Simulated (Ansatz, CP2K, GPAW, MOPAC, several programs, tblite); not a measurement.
**SnSe from cheap methods to r2SCAN**

How much accuracy does each second buy? SnSe is computed with 11 methods, from the cheapest up to r2SCAN.

Computed with MOPAC, tblite, CP2K, GPAW, Ansatz (versions at each run) (no spin polarisation, static lattice; gaps from single points on the cell relaxed beforehand with r²SCAN, unless a step's input says otherwise).

## Step 1: The structure to begin with

Symmetry: Fm-3m, No. 225, cubic system. The conventional cell has a = 6.004 Å, b = 6.004 Å, c = 6.004 Å, α = 90.00°, β = 90.00°, γ = 90.00°. Sn (site symmetry m-3m) has 6 Se at 3.00 Å as nearest neighbours. Se (site symmetry m-3m) is surrounded by 6 Sn at 3.00 Å.

Coordinates:

```
Sn Se
1.0
     0.00000    3.00211    3.00211
     3.00211    0.00000    3.00211
     3.00211    3.00211    0.00000
Sn Se
1 1
Cartesian
  0.0000 0.0000 0.0000
  3.0021 3.0021 3.0021
```

The structure type (rocksalt) is imposed and need not be the compound's stable one.

**Question.** The methods are PM6, PM7, GFN1-xTB (tblite), GFN2-xTB (tblite), PBE/DZVP, PBE/single-zeta, PBE/SZV, coarse PBE, GLLB-SC, PBE, r2SCAN. What gap does r2SCAN give on this cell, and which other methods (full PBE left aside) come nearest to r2SCAN and farthest in gap, volume and bulk modulus?

| quantity | value |
| --- | --- |
| r2SCAN | gap 0.01 eV, 27.06 Å³/atom, B₀ 54 GPa |
| gap: nearest and farthest of the other methods | GFN1-xTB (tblite), PBE/single-zeta, coarse PBE, GLLB-SC (about 0.02 eV off); PM7 (+3.57 eV) |
| volume: nearest and farthest of the other methods | PBE/DZVP (+3.6 %), PBE/SZV (+10.8 %) |
| bulk modulus: nearest and farthest of the other methods | PBE/SZV (-5 %), PBE/DZVP (-8 %) |

**Reading.** For the gap (full PBE left aside), GFN1-xTB (tblite), PBE/single-zeta, coarse PBE, GLLB-SC tie for nearest to r2SCAN; PM7 is farthest. For the volume, of the 2 methods compared (full PBE left aside), PBE/DZVP comes nearest to r2SCAN and PBE/SZV is farthest. Among the 2 methods compared for the bulk modulus (full PBE left aside), PBE/SZV is nearest to r2SCAN and PBE/DZVP farthest. A minimal basis or a coarse cutoff and mesh shifts results by its own error, so closeness to r2SCAN can be chance. Cluster runs see only the k-points that fold onto the zone centre, so their gaps can miss the band edges. GLLB-SC is compared with its derivative discontinuity added. No volume is given for PM6, PM7, GFN1-xTB (tblite), GFN2-xTB (tblite), PBE/single-zeta, coarse PBE, which can hide a larger miss. CPU times run from 0.7 s (coarse PBE) to 18 s (PM6). On this cell PM6, PBE/DZVP, GLLB-SC cost more than r2SCAN itself (5 s), so they are no saving here. A cluster method computes far more atoms than the primitive cell, so on a small crystal it can cost more than plane waves. r2SCAN is a yardstick, not the truth. Spin-orbit coupling is left out throughout, and with elements this heavy it can close so small a gap.
